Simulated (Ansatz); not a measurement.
**How far is PAW off for TaC?**

```yaml
crystal:
  lattice:
    - [0.00000, 2.22700, 2.20473]
    - [2.22700, 0.00000, 2.20473]
    - [2.22700, 2.22700, 0.00000]
  atoms:
    - { symbol: Ta, position: [0.00000, 0.00000, 0.00000] }
    - { symbol: C, position: [0.50000, 0.50000, 0.50000] }
```

Atom numbers follow the list: Ta1, C2.

The geometry is COD entry 9008731, unchecked; take it as a test cell. The listed cell was then made from it by scaling, straining or moving an atom.

Spin polarisation is left out, and whether a magnetic state lies lower isn't shown here.

No spin–orbit coupling, which matters for the heavy atoms here.

Levels of theory: DFT, LDA, PAW with Ansatz's default frozen-core files, scalar-relativistic (Ansatz 0.2.0); DFT, LDA, all-electron LAPW, scalar-relativistic (Ansatz 0.2.0).

For PAW: a Γ-centred 16×16×16 k mesh, Fermi–Dirac smearing of 0.05 eV, cutoff 420 eV, no spin polarisation; the PAW files were made with PBE, and the program remakes their frozen cores for this functional. LAPW targets a basis error of 1 meV/atom. The Ansatz runs share mesh, smearing and spin set-up. Plane-wave (PAW) pressures include the program's estimate of the Pulay term.

Stress and pressure are positive in compression.

PAW results:

```csv
quantity,PAW
pressure (GPa),-5.88
stress xx (GPa),-8.23
stress zz (GPa),-1.18
```

(1) What does full-potential LAPW give for the same quantities?

Answers

(1) 
```tsv
quantity	LAPW
pressure (GPa)	-6.08
stress xx (GPa)	-8.41
stress zz (GPa)	-1.41
```
